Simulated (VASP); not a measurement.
**Ti3Pt: relaxation of cell and atoms with r2SCAN**

Crystal: Ti3Pt.

```
Ti Pt
1.0
     5.02761    0.00000    0.00000
     0.00000    5.02761    0.00000
     0.00000    0.00000    5.02761
Ti Pt
6 2
Direct
  0.25000 0.00000 0.50000
  0.50000 0.75000 0.00000
  0.75000 0.00000 0.50000
  0.50000 0.25000 0.00000
  0.00000 0.50000 0.75000
  0.00000 0.50000 0.25000
  0.00000 0.00000 0.00000
  0.50000 0.50000 0.50000
```

```
Program                : VASP 6.6.1
Task                   : relaxation of cell and atoms
Functional             : r2SCAN
Potentials or basis    : VASP PAW PBE potentials, release 64 (Ti_sv, Pt)
Cutoff                 : 600 eV
k mesh                 : 8 × 8 × 8
Occupations            : methfessel-paxton, width 0.1 eV
Spin                   : no spin polarisation
Further INCAR settings : ALGO = Normal; EDIFF = 1e-07; IBRION = 2; EDIFFG = -0.005; NSW = 90; ISIF = 3
```

```json
{
  "Pressure after relaxing": "0.0 GPa",
  "Band gap on the k mesh": "none (metal or under the smearing width)"
}
```

Final structure:
```yaml
crystal:
  lattice:
    - [5.02761, 0.00000, 0.00000]
    - [0.00000, 5.02761, 0.00000]
    - [0.00000, 0.00000, 5.02761]
  atoms:
    - { symbol: Ti, position: [0.25000, 0.00000, 0.50000] }
    - { symbol: Ti, position: [0.50000, 0.75000, 0.00000] }
    - { symbol: Ti, position: [0.75000, 0.00000, 0.50000] }
    - { symbol: Ti, position: [0.50000, 0.25000, 0.00000] }
    - { symbol: Ti, position: [0.00000, 0.50000, 0.75000] }
    - { symbol: Ti, position: [0.00000, 0.50000, 0.25000] }
    - { symbol: Pt, position: [0.00000, 0.00000, 0.00000] }
    - { symbol: Pt, position: [0.50000, 0.50000, 0.50000] }
```

Levels at points of the mesh, in eV from the Fermi level:
```tsv
k point	band 44	band 45	band 46	band 47	band 48	band 49
(0.00, 0.00, 0.00)	-0.98	-0.98	-0.85	-0.36	-0.36	-0.20
(0.50, 0.00, 0.00)	-0.55	0.03	0.03	0.23	0.23	0.99
(0.50, 0.50, 0.00)	-0.39	-0.18	0.07	0.07	1.13	1.13
(0.50, 0.50, 0.50)	0.01	0.01	0.01	0.01	0.01	1.71
```

It took 8.7 min on 2 MPI ranks on Intel(R) Xeon(R) Platinum 8488C (Sapphire Rapids), on a shared host, peak memory 0.41 GiB a rank.

Caveat: the relaxation stopped at its first step, so nothing moved; the PAW data sets were made with another functional, which shifts forces and pressure a little. Spin-orbit coupling is left out, which matters for the levels of Pt.
